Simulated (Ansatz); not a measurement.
## Structures of KI: which is lowest?

Plane-wave DFT in Ansatz with scalar-relativistic PAW potentials, cutoff 500 eV, Γ-centred meshes chosen by cell and gap, Gaussian smearing with energies taken to zero width. Every cell was relaxed (cell and atoms) in a run of its own, within the symmetry of its start. Functional: r2SCAN.

Relaxed structures (starts from databases or built by putting these elements on another compound's sites):
A. P6_3/mmc, 4 atoms in the computed cell, a = 4.906 Å, c = 8.582 Å; sites (symmetry × multiplicity) K -3m. × 2, I -6m2 × 2; start: database
B. Fm-3m, 2 atoms in the computed cell, a = 7.092 Å; sites (symmetry × multiplicity) K m-3m × 4, I m-3m × 4; start: database

Rank them by energy. Could pressure change the order?

```tsv
structure	group	E − E(lowest) (meV/atom)	V (Å³/atom)	gap on mesh (eV)
B	Fm-3m	0.0	44.59	4.58
A	P6_3/mmc	20.6	44.72	4.50
```

B is lowest, 21 meV/atom under A. The two lowest differ in volume by under 3 %, too little for a first-order estimate of what pressure does to that pair (other pairs aren't weighed here); with rigid cells even 3 % in favour of the higher one would need about 2 GPa. Other structures may lie lower than all of these, and vibrations aren't counted.

Spin-orbit coupling is left out, which matters for the bands of heavy elements.